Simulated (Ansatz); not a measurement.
The structure below was relaxed with DFT with r2SCAN, PAW potentials and a 500 eV plane-wave cutoff in Ansatz (a first-principles code), spin-orbit coupling left out, at pressure 3 GPa.

```
BaSnO3
1.0
    4.10641     0.00000     0.00000
    0.00000     4.10641     0.00000
    0.00000     0.00000     4.10641
Ba Sn O
1 1 3
Direct
  0.00000   0.00000   0.00000
  0.50000   0.50000   0.50000
  0.00000   0.50000   0.50000
  0.50000   0.50000   0.00000
  0.50000   0.00000   0.50000
```

Q: Find the space group and the Wyckoff positions.

A: Space group Pm-3m (No. 221); a = b = c = 4.1064 Å, α = β = γ = 90.00°

| atom | site | symmetry | x | y | z |
|---|---|---|---|---|---|
| Ba | 1a | m-3m | 0.0000 | 0.0000 | 0.0000 |
| Sn | 1b | m-3m | 0.5000 | 0.5000 | 0.5000 |
| O | 3c | 4/mm.m | 0.0000 | 0.5000 | 0.5000 |

Load acts through the strain it causes; cell and atoms are relaxed under it. Whether these cells are dynamically stable was not tested. The cell was made from BaSnO$_{3}$ in the cubic perovskite structure (space group Pm-3m, No. 221) by this change: pressure 3 GPa.
